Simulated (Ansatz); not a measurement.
TiB2:

```
CELL_PARAMETERS angstrom
3.02920 0.00000 0.00000
-1.51460 2.62336 0.00000
0.00000 0.00000 3.22840
ATOMIC_POSITIONS crystal
Ti 0.00000 0.00000 0.00000
B 0.66667 0.33333 0.50000
B 0.33333 0.66667 0.50000
```

Base run:

```yaml
Program: Ansatz 0.2.0
Functional: PBEsol
Potentials_or_basis: all-electron LAPW, scalar-relativistic
Cutoff: 282 eV (chosen from the basis error)
Basis_error_allowed: 0.002 eV/atom
k_mesh: 10 × 10 × 8
Occupations: fermi-dirac, width 0.05 eV
Spin: no spin polarisation
Hubbard_terms: Ti d U = 2 eV
```

Its results: band gap on the k mesh none (metal or under the smearing width); pressure -3.4 GPa.

Question: The run is repeated on the same cell with these changes: hubbard terms from Ti d U = 2 eV to Ti d U = 4 eV. What comes out?

Answer: Band gap on the k mesh none (metal or under the smearing width); pressure -1.5 GPa.

Caveats: U is the effective U less J, on atomic orbitals that reach past the spheres; U without spin polarisation on a metal has little footing; the U is typed as a test and isn't derived for this compound.
